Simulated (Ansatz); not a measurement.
System: L1₀ (CuAu-type) CoPt. Method: LDA (PAW; Ansatz, a program for electronic structure).

Run with plane-wave cutoff 520 eV, 20×20×16 k mesh (along the axes of the cell as run), Fermi–Dirac smearing 0.05 eV, spin-polarised with parallel moments, scalar-relativistic PAW data made under PBE.

Energies at three volumes about the minimum:

```json
[
 {"V (Å³/atom)": "12.343", "E − E_lowest (meV/atom)": "4.45"},
 {"V (Å³/atom)": "12.594", "E − E_lowest (meV/atom)": "0.00"},
 {"V (Å³/atom)": "12.846", "E − E_lowest (meV/atom)": "4.13"}
]
```

### Question
Fit a parabola by hand: where is the minimum, and what is the bulk modulus?

### Answer
Slopes: (0.00 − 4.45)/(12.594 − 12.343) = -17.729 and (4.13 − 0.00)/(12.846 − 12.594) = 16.389 meV/Å³. Curvature E″ = 2 × (16.389 − (-17.729))/(12.846 − 12.343) = 135.658 meV/Å⁶. From the middle of the first interval, the slope vanishes at V0 = 12.4685 − (-17.729)/135.658 = 12.599 Å³/atom. B = V0 E″ = 12.599 × 135.658 meV/Å³ × 0.1602 GPa per meV/Å³ = 274 GPa. The full Birch–Murnaghan fit to all volumes gives V0 = 12.594 Å³/atom and B0 = 272 GPa.

Shape and atoms are relaxed at each volume.
